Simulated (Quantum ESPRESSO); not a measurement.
Runs of Quantum ESPRESSO 7.5 on FeO (Wuestite). Symmetry: R-3m, No. 166, trigonal system. Conventional cell: a = 3.038 Å, b = 3.038 Å, c = 7.559 Å, α = 90.00°, β = 90.00°, γ = 120.00°. Fe (site symmetry -3m) is surrounded by 6 O at 2.16 Å. Around O (site symmetry -3m) lie 6 Fe at 2.16 Å. 

```csv
task,level,potentials or basis,spin,cell,k mesh,cutoff (eV),form of the LDA correlation,mixing beta,mesh quality,gap on the mesh (eV),pressure (GPa),moment (μB)
band structure,LDA,GBRV 1.5 LDA,"collinear, ferromagnetic start",as given,11 × 11 × 11,762,PZ81,0.3,not flagged,none,-16.3,4.00
single point,PBE,SSSP 1.3 efficiency PBE,"collinear, ferromagnetic start",as given,11 × 11 × 11,871,-,0.3,not flagged,none,(a),4.00
phonons,BLYP,GBRV 1.5 PBE,off,relaxed,"4 × 4 × 4, shifted",762,-,0.5,coarse,none,0.3,-
single point,PBEsol,GBRV 1.5 PBEsol,"collinear, ferromagnetic start",as given,11 × 11 × 11,762,-,0.3,not flagged,none,-9.3,4.00
```

Alike in all rows: smearing fermi-dirac 0.05 eV.

Fill in the values left out.

(a) -2.2.

Caveats: some runs use coarse meshes; semilocal functionals often make such compounds metallic where correlation or magnetic order opens a gap, which also shifts bond lengths; a cell with one magnetic atom can't hold antiferromagnetic order, which such compounds often take (some runs); so large a pressure means that the cell lies far from this level's equilibrium, or that cutoff or potentials fall short (some runs); the mesh is thin for the phonons of a metal (some runs); the potentials were made for another functional, which shifts forces and pressure (some runs); some modes are imaginary (some runs).

A k mesh can miss the band edges.

A gap of «none» marks a metal or a gap under the smearing width.

Not every run made on this cell is shown here.
